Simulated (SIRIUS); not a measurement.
# HfC (Fm-3m) in SIRIUS: reference runs

Aim: a first look at HfC with PBEsol, on the cell as given and on a disturbed one.

Program: SIRIUS, more than one build. These are calculated values, not measurements. Logs are shortened: lines on timing, memory, paths and dates and some standing lists are left out, and cuts for length are marked. The log counts tension as positive stress, the text compression.

**1. The crystal as given**

It takes space group Fm-3m (No. 225, cubic). The conventional cell has a = 4.650 Å, b = 4.650 Å, c = 4.650 Å, α = 90.00°, β = 90.00°, γ = 90.00°. Hf (site symmetry m-3m) is surrounded by 6 C at 2.33 Å. C (site symmetry m-3m) is surrounded by 6 Hf at 2.33 Å.

**2. Single point, PBEsol (atoms moved at random, drawn with an rms of 0.05 Å)**

sirius.json

```json
{
  "control": {
    "processing_unit": "cpu",
    "verbosity": 2,
    "num_bands_to_print": 15,
    "print_forces": true,
    "print_stress": true
  },
  "parameters": {
    "electronic_structure_method": "pseudopotential",
    "xc_functionals": ["XC_GGA_X_PBE_SOL", "XC_GGA_C_PBE_SOL"],
    "gk_cutoff": 9.1,
    "pw_cutoff": 18.2,
    "ngridk": [10, 10, 10],
    "shiftk": [0, 0, 0],
    "smearing": "fermi_dirac",
    "smearing_width": 0.0018374661,
    "num_bands": 15,
    "num_mag_dims": 0,
    "num_dft_iter": 100,
    "energy_tol": 1e-08,
    "density_tol": 1e-06
  },
  "iterative_solver": {
    "type": "davidson",
    "min_tolerance": 1e-10
  },
  "mixer": {
    "type": "anderson",
    "beta": 0.7,
    "max_history": 8
  },
  "settings": {
    "tol_ne": 1e-10,
    "pseudo_grid_cutoff": 6.5
  },
  "unit_cell": {
    "lattice_vectors": [
      [0.0, 0.707106781187, 0.707106781187],
      [0.707106781187, 0.0, 0.707106781187],
      [0.707106781187, 0.707106781187, 0.0]
    ],
    "lattice_vectors_scale": 6.2135074315,
    "atom_coordinate_units": "lattice",
    "atom_types": ["Hf", "C"],
    "atom_files": {
      "C": "C.json",
      "Hf": "Hf.json"
    },
    "atoms": {
      "Hf": [
        [0.488724, 0.508325, 0.488419]
      ],
      "C": [
        [-0.009852, 0.0191, -0.006335]
      ]
    }
  }
}
```

Potentials or basis: PseudoDojo 0.4.1 PBEsol standard (scalar relativistic).

Command:

```bash
upf_to_json C.upf
upf_to_json Hf.upf
OMP_NUM_THREADS=1 sirius.scf --input=sirius.json --output=out.json --task=0
```

Output:

```text
[info] SIRIUS version : 7.12.0
[info] number of MPI ranks           : 1
[info] MPI grid                      : 1 1
[info] maximum number of OMP threads : 1
[fft] FFT context for density and potential
[fft] =====================================
[fft]   comm size                             : 1
[fft]   plane wave cutoff                     : 18.2
[fft]   grid size                             : 40 40 40   total : 64000
[fft]   grid limits                           : -19 20   -19 20   -19 20
[fft]   number of G-vectors within the cutoff : 8577
[fft]   local number of G-vectors             : 8577
[fft]   number of G-shells                    : 490
[fft] FFT context for coarse grid
[fft] =====================================
[fft]   comm size                             : 1
[fft]   plane wave cutoff                     : 18.2
[fft]   grid size                             : 40 40 40   total : 64000
[fft]   grid limits                           : -19 20   -19 20   -19 20
[fft]   number of G-vectors within the cutoff : 8577
[fft]   local number of G-vectors             : 8577
[fft]   number of G-shells                    : 490
[unit cell] lattice vectors
[unit cell]   a1 :       0.0000000000      4.3936132398      4.3936132398
[unit cell]   a2 :       4.3936132398      0.0000000000      4.3936132398
[unit cell]   a3 :       4.3936132398      4.3936132398      0.0000000000
[unit cell] reciprocal lattice vectors
[unit cell]   b1 :      -0.7150362315      0.7150362315      0.7150362315
[unit cell]   b2 :       0.7150362315     -0.7150362315      0.7150362315
[unit cell]   b3 :       0.7150362315      0.7150362315     -0.7150362315
[unit cell] unit cell volume :       169.62719029 [a.u.^3]
[unit cell] 1/sqrt(omega)    :         0.07678074
[unit cell] MT volume        :         0.00000000 ( 0.00%)
[unit cell] IT volume        :       169.62719029 (100.00%)
[unit cell] number of atom types : 2
[unit cell] type id : 0 symbol : Hf mt_radius :  16.550000 num_atoms : 1
[unit cell] type id : 1 symbol :  C mt_radius :  12.470000 num_atoms : 1
[unit cell] total number of atoms : 2
[unit cell] number of symmetry classes : 2
[unit cell] number of PAW atoms : 0
[unit cell] atom id  type id  class id             position                      vector_field
[unit cell] ------------------------------------------------------------------------------------------
[unit cell]      0        0        0      0.48872   0.50833   0.48842      0.00000   0.00000   0.00000
[unit cell]      1        1        1     -0.00985   0.01910  -0.00634      0.00000   0.00000   0.00000
[unit cell] atom id         position (Cartesian, a.u.)
[unit cell] ---------------------------------------------
[unit cell]      0       4.379308    4.293188    4.380648
[unit cell]      1       0.056084   -0.071119    0.040632
[unit cell] class id : 0 atom id : 0
[unit cell] class id : 1 atom id : 1
[unit cell] minimum bond length:     4.323655
[unit cell] total number of pseudo wave-functions: 14
[sym] space group number   : 1
[sym] international symbol : P1
[sym] Hall symbol          : P 1
[sym] space group transformation matrix :
[sym]  -1.0000 -1.0000 -1.0000
[sym]   1.0000  0.0000  0.0000
[sym]   0.0000  0.0000  1.0000
[sym] space group origin shift :
[sym]   0.0000  0.0000  0.0000
[sym] number of space group operations  : 1
[sym] number of magnetic group operations : 1
[sym] metric tensor error: 0.0000e+00
[sym] rotation matrix error: 0.0000e+00
[sym] symmetry operations
[... list of symmetry operations ...]
[atom type] label          : Hf
[atom type] --------------------------------------------------------------------------------
[atom type] symbol         : Hf
[atom type] name           :
[atom type] zn             : 12
[atom type] mass           : 0
[... 314 lines left out ...]
[find] Efermi                         :       0.56307410
[find] iteration : 17, RMS (target) : 1.1766e-06 (1.0000e-06) , energy difference (target) : -1.5702e-10 (1.0000e-08)
[find] bands are converged : true
[find] iterative solver converged : false
[find] +------------------------------+
[find] | SCF iteration  18 out of 100|
[find] +------------------------------+
[diagonalize] iterative solver tolerance (occupied, empty): 3.46543e-08 3.46543e-08
[diagonalize] average number of iterations: 1.56746
[diagonalize] Lowest band energies
[diagonalize] ik:    0   -1.681787   -0.522203   -0.522192   -0.522182    0.109450    0.591503    0.593926    0.596966    0.611664    0.615949    0.619314    0.685902    0.687153    0.810640    0.962413
[diagonalize] ik:    1   -1.681644   -0.524760   -0.522445   -0.522433    0.118689    0.544618    0.561360    0.564591    0.625799    0.626520    0.640315    0.726827    0.728163    0.830816    0.987656
[diagonalize] ik:    2   -1.681271   -0.531308   -0.523091   -0.523080    0.144554    0.481070    0.516084    0.517374    0.652250    0.653242    0.660473    0.799934    0.800921    0.872911    1.047195
[diagonalize] ik:    3   -1.680808   -0.539088   -0.523882   -0.523872    0.182148    0.418213    0.480557    0.481134    0.683536    0.692851    0.693649    0.877136    0.877649    0.896126    1.075721
[diagonalize] ik:    4   -1.680432   -0.545153   -0.524518   -0.524509    0.223924    0.363266    0.458471    0.458801    0.724377    0.735013    0.735676    0.856472    0.944082    0.945275    1.084320
[diagonalize] ...
[diagonalize] ik:  499   -1.679839   -0.543346   -0.531662   -0.530263    0.185277    0.456766    0.483456    0.542712    0.568203    0.776698    0.803587    0.804533    0.888450    0.903101    1.022725
[diagonalize] ik:  500   -1.679963   -0.542027   -0.532393   -0.528757    0.199940    0.424308    0.467947    0.510425    0.601232    0.785111    0.792344    0.830997    0.898541    0.942439    1.016726
[diagonalize] ik:  501   -1.680117   -0.543699   -0.529779   -0.526875    0.220222    0.381362    0.458862    0.479376    0.653381    0.770507    0.779193    0.881810    0.890645    0.976932    1.013917
[diagonalize] ik:  502   -1.680242   -0.546299   -0.526242   -0.525335    0.239821    0.347702    0.452942    0.458184    0.714015    0.759804    0.771646    0.839771    0.947996    0.976812    1.047393
[diagonalize] ik:  503   -1.680289   -0.547387   -0.524755   -0.524742    0.248866    0.334333    0.450680    0.450720    0.755782    0.756000    0.772441    0.801790    0.979883    0.980915    1.046814
[find] Charges and magnetic moments
[find] --------------------------------------------------------------------------------
[find] total charge          : 16.000000
[find] Energy
[find] --------------------------------------------------------------------------------
[find] valence_eval_sum               :      -3.39269321
[find] <rho|V^{XC}>                   :     -11.49514964
[find] <rho|E^{XC}>                   :     -16.30556407
[find] <mag|B^{XC}>                   :       0.00000000
[find] <rho|V^{H}>                    :      13.13648766
[find] one-electron contribution      :      -5.03403123 (Ha),     -10.06806246 (Ry)
[find] hartree contribution           :       6.56824383
[find] xc contribution                :     -16.30556407
[find] ewald contribution             :     -47.68864602
[find] PAW contribution               :       0.00000000
[find] smearing (-TS)                 :      -0.00011336
[find] SCF correction                 :      -0.00000176
[find] Total energy                   :     -62.45999924 (Ha),    -124.91999849 (Ry)
[find] Free energy (E-TS)             :     -62.46011260 (Ha),    -124.92022520 (Ry)
[find] band gap (eV)                  :       0.00000000
[find] Efermi                         :       0.56307396
[find] iteration : 18, RMS (target) : 4.6122e-07 (1.0000e-06) , energy difference (target) : -1.9610e-10 (1.0000e-08)
[find] bands are converged : true
[find] iterative solver converged : false
[find] converged after 19 SCF iterations!
[find] Charges and magnetic moments
[find] --------------------------------------------------------------------------------
[find] total charge          : 16.000000
[find] Energy
[find] --------------------------------------------------------------------------------
[find] valence_eval_sum               :      -3.39269321
[find] <rho|V^{XC}>                   :     -11.49514964
[find] <rho|E^{XC}>                   :     -16.30556407
[find] <mag|B^{XC}>                   :       0.00000000
[find] <rho|V^{H}>                    :      13.13648766
[find] one-electron contribution      :      -5.03403123 (Ha),     -10.06806246 (Ry)
[find] hartree contribution           :       6.56824383
[find] xc contribution                :     -16.30556407
[find] ewald contribution             :     -47.68864602
[find] PAW contribution               :       0.00000000
[find] smearing (-TS)                 :      -0.00011336
[find] SCF correction                 :      -0.00000176
[find] Total energy                   :     -62.45999924 (Ha),    -124.91999849 (Ry)
[find] Free energy (E-TS)             :     -62.46011260 (Ha),    -124.92022520 (Ry)
[find] band gap (eV)                  :       0.00000000
[find] Efermi                         :       0.56307396
[ground_state] === stress tensor components [kbar] ===
[ground_state] === stress_kin ===
[ground_state] -21379.702312    2.295268    4.117262
[ground_state]     2.295268-21375.860165    1.755167
[ground_state]     4.117262    1.755167-21377.691488
[ground_state] === stress_har ===
[ground_state] -3802.130498    4.885917    8.918866
[ground_state]     4.885917-3792.791880    3.731561
[ground_state]     8.918866    3.731561-3797.377377
[ground_state] === stress_ewald ===
[ground_state] 27556.815833   12.435905   22.759092
[ground_state]    12.43590527585.449861    9.462871
[ground_state]    22.759092    9.46287127571.373528
[ground_state] === stress_vloc ===
[ground_state]  -738.789326  -18.332686  -33.469395
[ground_state]   -18.332686 -777.362357  -13.980705
[ground_state]   -33.469395  -13.980705 -758.422813
[ground_state] === stress_xc ===
[ground_state] -8237.358006    0.024763    0.044788
[ground_state]     0.024763-8237.290234    0.019052
[ground_state]     0.044788    0.019052-8237.323832
[ground_state] === stress_core ===
[ground_state] 14522.834622   -0.068159   -0.122410
[ground_state]    -0.06815914522.739279   -0.052229
[ground_state]    -0.122410   -0.05222914522.786034
[ground_state] === stress_nonloc ===
[ground_state] -7863.356164   -0.351202   -0.641340
[ground_state]    -0.351202-7863.489434   -0.262091
[ground_state]    -0.641340   -0.262091-7863.435079
[ground_state] === stress_us_nl ===
[ground_state] -7863.356164   -0.351202   -0.641340
[ground_state]    -0.351202-7863.489434   -0.262091
[ground_state]    -0.641340   -0.262091-7863.435079
[ground_state] === stress_total ===
[ground_state]    58.314148    0.889805    1.606863
[ground_state]     0.889805   61.395070    0.673625
[ground_state]     1.606863    0.673625   59.908972
[ground_state] ==== total Forces in Ha/bohr =====
[ground_state] atom:    0, force:       0.0052805      0.0022184      0.0040425
[ground_state] atom:    1, force:      -0.0052806     -0.0022184     -0.0040425
[ground_state] ==== ultrasoft contribution from Qij =====
[ground_state] atom:    0, force:       0.0000000      0.0000000      0.0000000
[ground_state] atom:    1, force:       0.0000000      0.0000000      0.0000000
[ground_state] ==== non-local contribution from Beta-projector =====
[ground_state] atom:    0, force:       0.0064471      0.0026635      0.0048894
[ground_state] atom:    1, force:      -0.0083325     -0.0034514     -0.0063269
[ground_state] ==== contribution from local potential =====
[ground_state] atom:    0, force:      -0.0848781     -0.0351848     -0.0644842
[ground_state] atom:    1, force:       0.0857791      0.0355588      0.0651682
[ground_state] ==== contribution from core density =====
[ground_state] atom:    0, force:       0.0002948      0.0001284      0.0002299
[ground_state] atom:    1, force:       0.0006897      0.0002855      0.0005235
[ground_state] ==== Ewald forces from ions =====
[ground_state] atom:    0, force:       0.0834168      0.0346112      0.0634073
[ground_state] atom:    1, force:      -0.0834168     -0.0346112     -0.0634073
[~DFT_ground_state] local op. applied: 299607
[~DFT_ground_state] evp. work count: 82477.6
[~DFT_ground_state] number of iterative solver steps: 16068
```

Wall time 8.9 min (1 thread of Intel Xeon Platinum 8259CL at 2.50GHz (Skylake/Cascade Lake), shared host); peak memory 2.2 GiB.

What came out:

- Free energy: -1699.6262 eV
- Pressure: -6.0 GPa
- Largest force: 0.360 eV/Å
- Band gap on the k mesh: none (metal or under the smearing width)

Forces in eV/Å, atoms in the order of the input:
```
Hf   0.272  0.114  0.208
C   -0.272 -0.114 -0.208
```

[end of part 1 of 2]
